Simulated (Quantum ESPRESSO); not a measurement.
Runs of Quantum ESPRESSO 7.5 on Mo. It takes space group Im-3m (No. 229, cubic). Conventional cell: a = 3.168 Å, b = 3.168 Å, c = 3.168 Å, α = 90.00°, β = 90.00°, γ = 90.00°. Mo (site symmetry m-3m) is surrounded by 8 Mo at 2.74 Å. 

| task | level | potentials or basis | U | cell | k mesh | cutoff (eV) | smearing | start of the occupations | hubbard projectors | form of the LDA correlation | mixing beta | q mesh | other keys | gap on the mesh (eV) | pressure (GPa) |
| --- | --- | --- | --- | --- | --- | --- | --- | --- | --- | --- | --- | --- | --- | --- | --- |
| phonons | LDA+U | PseudoDojo 0.4.1 SR LDA standard | Mo d U = 3 eV | as given | 10 × 10 × 10 | 1088 | gaussian 0.136 eV | default | atomic | PW92 | 0.3 | - | - | none | -20.4 |
| phonons | PBEsol | GBRV 1.5 PBEsol | - | relaxed to 25 GPa | 10 × 10 × 10 | 612 | cold 0.2 eV | - | - | - | 0.5 | - | - | none | 24.9 |
| phonon dispersion | LDA | PseudoDojo 0.4.1 SR LDA standard | - | relaxed | 10 × 10 × 10 | 1088 | cold 0.2 eV | - | - | PW92 | 0.5 | 2 × 2 × 2 | - | none | 0.0 |
| energy-loss spectrum | LDA | PseudoDojo 0.4.1 SR LDA stringent | - | as given | 8 × 8 × 8 | 1415 | cold 0.2 eV | - | - | PW92 | 0.5 | - | ecut_scale = 1.3; diagonalization = rmm-davidson; startingwfc = random | none | (a) |
| phonons | PBEsol | GBRV 1.5 PBEsol | - | relaxed | 10 × 10 × 10 | 612 | cold 0.2 eV | - | - | - | 0.5 | - | - | none | 0.0 |
| phonons | PBEsol | GBRV 1.5 PBEsol | - | relaxed to 10 GPa | 10 × 10 × 10 | 612 | cold 0.2 eV | - | - | - | 0.5 | - | - | none | 10.0 |
| phonon dispersion | PBEsol | PseudoDojo 0.4.1 SR PBEsol standard | - | relaxed | 10 × 10 × 10 | 1088 | cold 0.2 eV | - | - | - | 0.5 | 2 × 2 × 2 | - | none | 0.0 |
| phonons | PBEsol | GBRV 1.5 PBEsol | - | relaxed to 50 GPa | 10 × 10 × 10 | 612 | cold 0.2 eV | - | - | - | 0.5 | - | - | none | 49.8 |

Alike in all rows: no spin polarisation.

**Question.** Estimate the missing entries.

**Answer.** (a) -13.0.

Caveats: the mesh is thin for the phonons of a metal (some runs); the cell is more than 3 GPa from zero pressure, which shifts response properties (some runs); some modes are imaginary (some runs); the q point doesn't lie on the k mesh, which can shift a metal's frequencies strongly unless the mesh is converged (some runs); U without spin polarisation on a metal has little footing (some runs); the U is typed as a test and isn't derived for this compound (some runs); the wave vector is under the mesh spacing, so the intraband response is poorly sampled (some runs).

A k mesh can miss the band edges, and the runs leave out spin-orbit coupling on Mo.

A gap of «none» marks a metal or a gap under the smearing width.

Runs at the PBE level aren't shown here.
